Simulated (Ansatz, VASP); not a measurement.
# Two plane-wave programs on Ir

```
Ir
1.0
     2.72083    0.00000    0.00000
    -1.36041    2.35631    0.00000
     0.00000    0.00000    8.87699
Ir
4
Direct
  0.00000 0.00000 0.00000
  0.00000 0.00000 0.50000
  0.33333 0.66667 0.75000
  0.66667 0.33333 0.25000
```

Alike in both runs: functional r2SCAN; k mesh 21 × 21 × 6; occupations gaussian, width 0.1 eV; no spin polarisation.

Ansatz relaxed the structure, and its values are those at the end. VASP's run is a single point on that final structure, the one shown.

```csv
,VASP,Ansatz
version,VASP 6.6.1,Ansatz 0.2.0
potentials or method,"VASP PAW PBE potentials, release 64 (Ir)","scalar-relativistic, plane waves, PAW"
plane-wave cutoff (eV),520,500
valence electrons in the cell,36,68
```

```csv
,VASP,Ansatz,Ansatz less VASP
gap on the k mesh at the Fermi level (eV),none,none,-
pressure (GPa),2.5,0.0,-2.48
```

A gap of «none» marks a metal or a gap that the smearing closes. The two sets of potentials don't hold the same shells in valence.

Caveats: the PAW data sets were made with another functional, which shifts forces and pressure a little (VASP). The runs have no spin-orbit coupling, so splittings on Ir are missing.
